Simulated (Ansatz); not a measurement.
# BaS: the cost of one run

Method: DFT PBE, with the methods named in each step, in Ansatz 0.2.0.

1 further run of the same task is left out (it didn't finish).

## 1. The starting structure

The structure is cubic, space group Fm-3m (No. 225). Conventional cell: a = 6.429 Å, b = 6.429 Å, c = 6.429 Å, α = 90.00°, β = 90.00°, γ = 90.00°. Ba (site symmetry m-3m) is surrounded by 6 S at 3.21 Å. S (site symmetry m-3m) has 6 Ba at 3.21 Å as nearest neighbours.

Coordinates:

```
Ba S
1.0
     0.00000    3.21439    3.21439
     3.21439    0.00000    3.21439
     3.21439    3.21439    0.00000
Ba S
1 1
Cartesian
  0.0000 0.0000 0.0000
  3.2144 3.2144 3.2144
```

Atoms are numbered in the order of the input: Ba1, S2.

## 2. The relaxed cell, LAPW

input.yaml

```yaml
crystal:
  lattice:
    - [0.0, 3.2143926808, 3.2143926808]
    - [3.2143926808, 0.0, 3.2143926808]
    - [3.2143926808, 3.2143926808, 0.0]
  atoms:
    - { symbol: Ba, position: [0.0, 0.0, 0.0] }
    - { symbol: S, position: [0.5, 0.5, 0.5] }
kpoints:
  mp_grid: { grid: [8, 8, 8] }
  band_path:
    path:
      - [0.0, 0.0, 0.0]
      - [0.5, 0.0, 0.5]
      - [0.625, 0.25, 0.625]
      - [0.375, 0.375, 0.75]
      - [0.0, 0.0, 0.0]
      - [0.5, 0.5, 0.5]
      - [0.5, 0.25, 0.75]
      - [0.5, 0.0, 0.5]
    npoints: 14
scf:
  occupations: { method: fermi_dirac, width: 0.02 }
hamiltonian:
  xc: pbe
  pseudopotentials: { kind: all_electron, lapw: { basis_error: 0.0005 } }
output:
  forces: true
  stress: true
  eigenvalues: true
  populations: true
```

Command:

```
$ ansatz run input.yaml --threads 1 --pin off --max-ram 2048MiB --backend cpu --events-out ev --progress --plain --runs-dir out
```

What time and memory should one allow on 1 thread of Arm Neoverse V1, shared host?

About 13 s, with a peak of 0.27 GiB.
